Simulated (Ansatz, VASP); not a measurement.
**One calculation of N, two programs**

File INCAR:

```
SYSTEM = N
PREC = Accurate
ENCUT = 520
EDIFF = 1E-6
ISMEAR = -1
SIGMA = 0.05
LREAL = .FALSE.
LASPH = .TRUE.
NELM = 80
ALGO = Normal
ISIF = 2
LWAVE = .FALSE.
LCHARG = .FALSE.
GGA = PE
NBANDS = 12
```

File KPOINTS:

```
regular mesh
0
G
  12 12 11
  0 0 0
```

The input POSCAR:

```
N
1.0
    2.5194737886      0.0000000000      0.0000000000
   -1.2597368943      2.1819283051      0.0000000000
    0.0000000000      0.0000000000      2.4460020000
N
2
Direct
    0.3333333333      0.6666666667      0.7500000000
    0.6666666667      0.3333333333      0.2500000000
```

File input.yaml:

```yaml
crystal:
  lattice:
    - [2.5194737886, 0.0, 0.0]
    - [-1.2597368943, 2.1819283051, 0.0]
    - [0.0, 0.0, 2.446002]
  atoms:
    - { symbol: "N", position: [0.3333333333, 0.6666666667, 0.75] }
    - { symbol: "N", position: [0.6666666667, 0.3333333333, 0.25] }
kpoints:
  mp_grid: { grid: [12, 12, 11] }
scf:
  occupations: { method: fermi_dirac, width: 0.05 }
hamiltonian:
  xc: pbe
  pseudopotentials: { kind: all_electron, lapw: { basis_error: 0.0005 } }
output:
  forces: true
  stress: true
  eigenvalues: true
```

Alike in both runs: task single point; functional PBE; k mesh 12 × 12 × 11; occupations fermi-dirac, width 0.05 eV; no spin polarisation.

```csv
,VASP,Ansatz
version,VASP 6.6.1,Ansatz 0.2.0
potentials or method,"VASP PAW PBE potentials, release 64 (N)","all-electron LAPW, scalar-relativistic"
plane-wave cutoff (eV),520,see its input
```

|  | VASP | Ansatz | Ansatz less VASP |
| --- | --- | --- | --- |
| gap on the k mesh at the Fermi level (eV) | none | none | - |
| pressure (GPa) | 10.2 | 10.0 | -0.16 |
| largest component of the traceless stress (GPa) | 8.05 | 8.16 | +0.108 |

A gap of «none» marks a metal or a gap that the smearing closes. Ansatz ran all-electron here, so the differences hold the error of VASP's frozen core and of both bases.
